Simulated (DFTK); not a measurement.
# InP (F-43m) in DFTK: notebook, part 2 of 2

DFTK 0.8.2. The steps go on from the part before.

## Step 3: Band structure, PBEsol

run.jl reads:

```julia
using DFTK
using PseudoPotentialData
using Unitful, UnitfulAtomic
using LinearAlgebra, Printf
include("save.jl")
disable_threading()

lines = readlines("InP.cif")
tag(name) = parse(Float64, split(only(filter(startswith(name), lines)))[2])
a, b, c = tag.(["_cell_length_a", "_cell_length_b", "_cell_length_c"])
α, β, γ = deg2rad.(tag.(["_cell_angle_alpha", "_cell_angle_beta", "_cell_angle_gamma"]))
cx, cy  = cos(β), (cos(α) - cos(β) * cos(γ)) / sin(γ)
lattice = austrip(1u"Å") * [a b*cos(γ) c*cx; 0 b*sin(γ) c*cy; 0 0 c*sqrt(1 - cx^2 - cy^2)]
sites     = split.(lines[findlast(startswith("_atom_site_"), lines)+1:end])
symbols   = [Symbol(s[2]) for s in sites]
positions = [parse.(Float64, s[5:7]) for s in sites]
pseudopotentials = PseudoFamily("cp2k.nc.sr.pbe.v0_1.semicore.gth")
elements = Dict(s => ElementPsp(s, pseudopotentials) for s in unique(symbols))
atoms    = [elements[s] for s in symbols]

build_model(lattice, positions; symmetries=true) =
    model_DFT(lattice, atoms, positions;
              functionals=PBEsol(),
              temperature=austrip(0.05u"eV"),
              smearing=Smearing.FermiDirac(),
              symmetries)
Ecut  = 58.0  # hartree
kgrid = [7, 7, 7]
tol   = 1e-6
to_GPa = ustrip(uconvert(u"GPa", 1u"hartree/bohr^3"))

model = build_model(lattice, positions)
basis = PlaneWaveBasis(model; Ecut, kgrid)
display(basis)
scfres = self_consistent_field(basis;
                               tol,
                               nbandsalg=AdaptiveBands(model; n_bands_converge=14))
display(scfres.energies)
@printf "Fermi level: %.6f eV\n" ustrip(auconvert(u"eV", something(scfres.εF, NaN)))
forces = compute_forces_cart(scfres)
println("Forces (eV/Å)")
for (s, f) in zip(symbols, forces)
    @printf "%-3s %12.6f %12.6f %12.6f\n" s ustrip.(auconvert.(u"eV/Å", f))...
end
stress = compute_stresses_cart(scfres)
println("Stress (GPa)")
display(round.(stress * to_GPa; digits=4))
println("Levels at the first k-point (eV): ", round.(ustrip.(auconvert.(u"eV", scfres.eigenvalues[1][1:scfres.n_bands_converge])); digits=4))
save_scf!(scfres; forces, stress)

points = Dict("G" => [0.0, 0.0, 0.0], "K" => [0.375, 0.375, 0.75], "L" => [0.5, 0.5, 0.5], "U" => [0.625, 0.25, 0.625], "W" => [0.5, 0.25, 0.75], "X" => [0.5, 0.0, 0.5])
segments = [("G", "X", 7), ("X", "W", 4), ("W", "K", 3), ("K", "G", 7), ("G", "L", 6), ("L", "U", 4), ("U", "W", 3), ("W", "L", 5), ("L", "K", 4), ("U", "X", 3)]
kcoords = vcat([[points[a] + t * (points[b] - points[a]) for t in range(0, 1, n)] for (a, b, n) in segments]...)
bands = compute_bands(scfres, ExplicitKpoints(kcoords); n_bands=16, tol=1e-5)
for (k, ε) in zip(bands.basis.kpoints, bands.eigenvalues)
    @printf "%d %8.4f %8.4f %8.4f " k.spin k.coordinate...
    println(join([@sprintf("%9.4f", e) for e in ustrip.(auconvert.(u"eV", ε .- scfres.εF))]))
end
results["band_energies"] = rows(bands.eigenvalues); results["band_kpoints"] = rows(kcoords)
```

InP.cif reads:

```cif
data_InP
_cell_length_a 4.14435284
_cell_length_b 4.14435284
_cell_length_c 4.14435284
_cell_angle_alpha 60.00000000
_cell_angle_beta 60.00000000
_cell_angle_gamma 60.00000000
_space_group_name_H-M_alt 'P1'
_space_group_name_Hall 'P 1'
_space_group_IT_number 1
loop_
_space_group_symop_operation_xyz
'x,y,z'
loop_
_atom_site_label
_atom_site_type_symbol
_atom_site_symmetry_multiplicity
_atom_site_Wyckoff_symbol
_atom_site_fract_x
_atom_site_fract_y
_atom_site_fract_z
_atom_site_occupancy
In1 In 1 a 0.0000000000 0.0000000000 0.0000000000 1
P1 P 1 a 0.7500000000 0.7500000000 0.7500000000 1
```

Potentials or basis: cp2k.nc.sr.pbe.v0_1.semicore.gth (PBE, GTH).

Launch:

```
> julia --threads=1 run.jl  # save.jl only writes the numbers to a file and isn't shown; printed stress counts tension as positive; times include loading and compiling
```

Log:

```text
PlaneWaveBasis discretization:

    Ecut                 : 58.0 Ha
    fft_size             : (60, 60, 60), 216000 total points
    kgrid                : MonkhorstPack([7, 7, 7])
    num.   red. kpoints  : 343
    num. irred. kpoints  : 30

    Discretized Model(gga_x_pbe_sol+gga_c_pbe_sol, 3D):
        lattice (in Bohr)    : [7.83169   , 3.91585   , 3.91585   ]
                               [0         , 6.78244   , 2.26081   ]
                               [0         , 0         , 6.39455   ]
        unit cell volume     : 339.67 Bohr³

        atoms                : InP
        pseudopot. family    : PseudoFamily("cp2k.nc.sr.pbe.v0_1.semicore.gth")

        num. electrons       : 18
        spin polarization    : none
        temperature          : 0.0018375 Ha
        smearing             : DFTK.Smearing.FermiDirac()

        terms                : Kinetic()
                               AtomicLocal()
                               AtomicNonlocal()
                               Ewald(nothing)
                               PspCorrection()
                               Hartree()
                               Xc(gga_x_pbe_sol, gga_c_pbe_sol)
                               Entropy()
n     Energy            log10(ΔE)   log10(Δρ)   Diag   Δtime
---   ---------------   ---------   ---------   ----   ------
  1   -62.40058651849                    0.13    4.8    54.1s
  2   -62.78621652139       -0.41       -0.72    3.1    35.9s
  3   -62.81578765848       -1.53       -1.30    3.6    34.4s
  4   -62.81610411760       -3.50       -2.41    1.2    25.3s
  5   -62.81611457107       -4.98       -2.79    3.0    27.5s
  6   -62.81611625373       -5.77       -3.52    2.0    29.8s
  7   -62.81611632037       -7.18       -4.16    2.1    24.0s
  8   -62.81611632238       -8.70       -4.79    2.1    31.8s
  9   -62.81611632250       -9.91       -5.69    2.4    25.2s
 10   -62.81611632251      -11.18       -6.29    2.9    28.7s
Energy breakdown (in Ha):
    Kinetic             46.7695216
    AtomicLocal         -55.3973621
    AtomicNonlocal      -20.7051196
    Ewald               -44.8602021
    PspCorrection       1.5469286
    Hartree             18.8424341
    Xc                  -9.0123159
    Entropy             -0.0000008

    total               -62.816116322509
Fermi level: 5.048477 eV
Forces (eV/Å)
In      0.000000    -0.000000    -0.000000
P       0.000000    -0.000000    -0.000000
Stress (GPa)
3×3 StaticArraysCore.SMatrix{3, 3, Float64, 9} with indices SOneTo(3)×SOneTo(3):
 -1.2618   0.0     -0.0
 -0.0     -1.2618  -0.0
  0.0      0.0     -1.2618
Levels at the first k-point (eV): [-9.448, -9.448, -9.448, -9.289, -9.289, -6.864, 4.7324, 4.7324, 4.7324, 5.3073, 8.6761, 8.6761, 8.6761, 13.0099]
1   0.0000   0.0000   0.0000  -14.4964 -14.4964 -14.4964 -14.3375 -14.3375 -11.9124  -0.3161  -0.3161  -0.3161   0.2588   3.6277   3.6277   3.6277   7.9614   9.0973   9.0973
1   0.0833   0.0000   0.0833  -14.5123 -14.4896 -14.4896 -14.3403 -14.3351 -11.8045  -1.3096  -0.5835  -0.5835   1.2320   3.2922   3.9894   3.9894   8.0663   8.5604   9.1619
1   0.1667   0.0000   0.1667  -14.5525 -14.4706 -14.4706 -14.3488 -14.3285 -11.4910  -2.5258  -1.1666  -1.1666   2.2615   2.6353   4.8587   4.8587   6.8400   9.3507   9.9182
1   0.2500   0.0000   0.2500  -14.6015 -14.4442 -14.4442 -14.3618 -14.3195 -11.0010  -3.7233  -1.7796  -1.7796   2.0042   2.7112   5.9621   5.9621   6.4960   9.6442  11.5311
1   0.3333   0.0000   0.3333  -14.6456 -14.4171 -14.4171 -14.3760 -14.3105 -10.3889  -4.8523  -2.2799  -2.2799   1.5681   2.4134   7.1743   7.1743   7.2149   9.9964  12.8208
1   0.4167   0.0000   0.4167  -14.6755 -14.3968 -14.3968 -14.3869 -14.3039  -9.7806  -5.7804  -2.6011  -2.6011   1.3400   1.9913   8.2411   8.3983   8.3983  10.3114  12.3358
[... 38 lines left out ...]
1   0.5625   0.1250   0.5625  -14.6777 -14.4015 -14.3932 -14.3818 -14.3058  -9.4664  -6.1456  -3.1553  -2.6102   1.5671   2.4327   7.9479   8.2980   8.9652  10.3778  11.5792
1   0.5000   0.0000   0.5000  -14.6861 -14.3910 -14.3893 -14.3893 -14.3014  -9.4849  -6.1850  -2.7114  -2.7114   1.2813   1.8117   8.7655   9.1390   9.1390  10.4446  11.4643
```

Wall time 9.4 min (1 thread of AMD EPYC (Zen 3), shared host); peak memory 2.3 GiB.

Results:

```yaml
Free_energy: -1709.3136 eV
Band_gap_on_the_k_mesh: 0.57 eV, direct
Band_gap_along_the_path: 0.57 eV, direct
```

Levels at the corners of the path, in eV from the valence-band top:
```
point  band 7  band 8  band 9  band 10  band 11  band 12
    Γ    0.00    0.00    0.00     0.57     3.94     3.94
    X   -5.87   -2.40   -2.40     1.60     2.13     9.08
    W   -5.72   -3.05   -3.02     4.20     4.31     5.43
    K   -5.72   -3.41   -2.00     2.21     4.30     7.40
    Γ    0.00    0.00    0.00     0.57     3.94     3.94
    L   -5.86   -1.01   -1.01     1.35     4.69     4.69
    U   -5.72   -3.41   -2.00     2.21     4.30     7.40
    W   -5.72   -3.05   -3.02     4.20     4.31     5.43
    L   -5.86   -1.01   -1.01     1.35     4.69     4.69
    K   -5.72   -3.41   -2.00     2.21     4.30     7.40
    U   -5.72   -3.41   -2.00     2.21     4.30     7.40
    X   -5.87   -2.40   -2.40     1.60     2.13     9.08
```

Caveat: the cutoff is short for these potentials, so energies and forces aren't converged, fitted volumes are rough and the log's stress (off by 3 to 10 GPa or more in trials) isn't used; the potentials were made for another functional, which shifts forces and pressure; spin-orbit coupling is left out, which moves the levels of the heavy elements.

## Step 4: Band structure, LDA

run.jl, as its differences from that of step 3:

```diff
@@ -7,12 +7,8 @@
 
-lines = readlines("InP.cif")
-tag(name) = parse(Float64, split(only(filter(startswith(name), lines)))[2])
-a, b, c = tag.(["_cell_length_a", "_cell_length_b", "_cell_length_c"])
-α, β, γ = deg2rad.(tag.(["_cell_angle_alpha", "_cell_angle_beta", "_cell_angle_gamma"]))
-cx, cy  = cos(β), (cos(α) - cos(β) * cos(γ)) / sin(γ)
-lattice = austrip(1u"Å") * [a b*cos(γ) c*cx; 0 b*sin(γ) c*cy; 0 0 c*sqrt(1 - cx^2 - cy^2)]
-sites     = split.(lines[findlast(startswith("_atom_site_"), lines)+1:end])
-symbols   = [Symbol(s[2]) for s in sites]
-positions = [parse.(Float64, s[5:7]) for s in sites]
-pseudopotentials = PseudoFamily("cp2k.nc.sr.pbe.v0_1.semicore.gth")
+lines     = readlines("InP.xyz")
+cell_ang  = reshape(parse.(Float64, split(match(r"Lattice=\"([^\"]+)\"", lines[2])[1])), 3, 3)
+lattice   = austrip(1u"Å") * cell_ang
+symbols   = [Symbol(split(l)[1]) for l in lines[3:end]]
+positions = [round.(cell_ang \ parse.(Float64, split(l)[2:4]); digits=9) for l in lines[3:end]]
+pseudopotentials = PseudoFamily("cp2k.nc.sr.lda.v0_1.largecore.gth")
 elements = Dict(s => ElementPsp(s, pseudopotentials) for s in unique(symbols))
@@ -22,3 +18,3 @@
     model_DFT(lattice, atoms, positions;
-              functionals=PBEsol(),
+              functionals=LDA(),
               temperature=austrip(0.05u"eV"),
@@ -26,4 +22,4 @@
               symmetries)
-Ecut  = 58.0  # hartree
-kgrid = [7, 7, 7]
+Ecut  = 35.0  # hartree
+kgrid = [8, 8, 8]
 tol   = 1e-6
@@ -36,3 +32,3 @@
                                tol,
-                               nbandsalg=AdaptiveBands(model; n_bands_converge=14))
+                               nbandsalg=AdaptiveBands(model; n_bands_converge=9))
 display(scfres.energies)
@@ -53,3 +49,3 @@
 kcoords = vcat([[points[a] + t * (points[b] - points[a]) for t in range(0, 1, n)] for (a, b, n) in segments]...)
-bands = compute_bands(scfres, ExplicitKpoints(kcoords); n_bands=16, tol=1e-5)
+bands = compute_bands(scfres, ExplicitKpoints(kcoords); n_bands=11, tol=1e-5)
 for (k, ε) in zip(bands.basis.kpoints, bands.eigenvalues)
```

InP.xyz reads:

```xyz
2
Lattice="0.0000000000 2.9305000000 2.9305000000 2.9305000000 0.0000000000 2.9305000000 2.9305000000 2.9305000000 0.0000000000" Properties=species:S:1:pos:R:3 pbc="T T T"
In     0.0000000000      0.0000000000      0.0000000000
P      4.3957500000      4.3957500000      4.3957500000
```

Potentials or basis: cp2k.nc.sr.lda.v0_1.largecore.gth (LDA, GTH, large core).

Launch:

```
> julia --threads=1 run.jl  # save.jl only writes the numbers to a file and isn't shown; printed stress counts tension as positive; times include loading and compiling
```

Wall time 3.5 min (1 thread of AMD EPYC (Zen 3), shared host); peak memory 1.8 GiB.

The run converged. Its results:

* Free energy: -236.8975 eV
* Band gap on the k mesh: 0.79 eV, direct
* Band gap along the path: 0.79 eV, direct

Levels at the corners of the path, in eV from the valence-band top:
```csv
point,band 2,band 3,band 4,band 5,band 6,band 7
Γ,0.00,0.00,0.00,0.79,4.13,4.13
X,-5.77,-2.26,-2.26,1.72,2.25,9.37
W,-5.59,-2.95,-2.86,4.34,4.55,5.62
K,-5.61,-3.28,-1.89,2.35,4.50,7.60
Γ,0.00,0.00,0.00,0.79,4.13,4.13
L,-5.72,-0.93,-0.93,1.52,4.84,4.84
U,-5.61,-3.28,-1.89,2.35,4.50,7.60
W,-5.59,-2.95,-2.86,4.34,4.55,5.62
L,-5.72,-0.93,-0.93,1.52,4.84,4.84
K,-5.61,-3.28,-1.89,2.35,4.50,7.60
U,-5.61,-3.28,-1.89,2.35,4.50,7.60
X,-5.77,-2.26,-2.26,1.72,2.25,9.37
```

Caveat: the cutoff is short for these potentials, so energies and forces aren't converged, fitted volumes are rough and the log's stress (off by 3 to 10 GPa or more in trials) isn't used; spin-orbit coupling is left out, which moves the levels of the heavy elements; this set keeps more shells in the core, which shifts pressures and gaps.

## Step 5: For comparison

An earlier run on the cell as given: functional PBE; potentials or basis dojo.nc.sr.pbe.v0_4_1.standard.upf (PBE); cutoff 952 eV; k mesh 8 × 8 × 8; occupations fermi-dirac, width 0.05 eV; no spin polarisation.

- Pressure: 3.4 GPa
- Band gap on the k mesh: 0.71 eV, direct

## Step 6: The runs side by side

```csv
task,level,potentials or basis,k mesh,cutoff (eV),valence electrons,gap on the mesh (eV)
equation of state,LDA,"cp2k.nc.sr.lda.v0_1.largecore.gth (LDA, GTH, large core)",7 × 7 × 7,952,"In 3, P 5",-
band structure,PBEsol,"cp2k.nc.sr.pbe.v0_1.semicore.gth (PBE, GTH)",7 × 7 × 7,1578,"In 13, P 5",0.57
band structure,LDA,"cp2k.nc.sr.lda.v0_1.largecore.gth (LDA, GTH, large core)",8 × 8 × 8,952,"In 3, P 5",0.79
```

Alike in all rows: no spin polarisation; cell as given; smearing fermi-dirac 0.05 eV.

Caveats: this set keeps more shells in the core, which shifts pressures and gaps (some runs); spin-orbit coupling is left out, which moves the levels of the heavy elements (some runs); the potentials were made for another functional, which shifts forces and pressure (some runs).

Total energies depend on the potentials used, so only differences within one code and one set of settings carry meaning.

## Step 7: Against experiment

Step 3. Against the measured gap of InP, 1.4236 eV (direct; 1.6 K; a printed reference work, data compilation), the calculated 0.57 eV is off by -0.85 eV. Spin-orbit coupling on In is left out. The value is that of PBEsol, without temperature or zero-point motion. Semilocal functionals fall short of measured gaps as a rule.

Step 4. Measured gap of InP: 1.4236 eV (direct; 1.6 K; a printed reference work, data compilation). This calculation gives 0.79 eV (-0.63 eV). Spin-orbit coupling on In is left out. The value is that of LDA, without temperature or zero-point motion. Semilocal functionals fall short of measured gaps as a rule.
